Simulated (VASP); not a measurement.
Rh:

```xyz
1
Lattice="-1.5138 1.5138 1.5138 1.5138 -1.5138 1.5138 1.5138 1.5138 -1.5138" Properties=species:S:1:pos:R:3 pbc="T T T"
Rh    0.0000    0.0000    0.0000
```

This isn't the form of Rh at room conditions, which is fcc.

Base run:

* Program: VASP 6.6.1
* Functional: PBEsol
* Potentials or basis: VASP PAW PBE potentials, release 64 (Rh_pv)
* Cutoff: 900 eV
* k mesh: 20 × 20 × 20
* Occupations: gaussian, width 0.1 eV
* Spin: no spin polarisation

Its results: band gap on the k mesh none (metal or under the smearing width); pressure 0.2 GPa.

Problem. After a change of settings the same cell gave: band gap on the k mesh none (metal or under the smearing width); pressure 2.0 GPa. Which change was it?
A. cutoff from 900 eV to 520 eV; occupations from gaussian, width 0.1 eV to gaussian, width 0.5 eV
B. cutoff from 900 eV to 700 eV
C. cutoff from 900 eV to 520 eV; k mesh from 20 × 20 × 20 to 30 × 30 × 30
D. functional from PBEsol to r2SCAN; cutoff from 900 eV to 520 eV

Solution. A.

Caveats: the PAW data sets were made with another functional, which shifts forces and pressure a little.
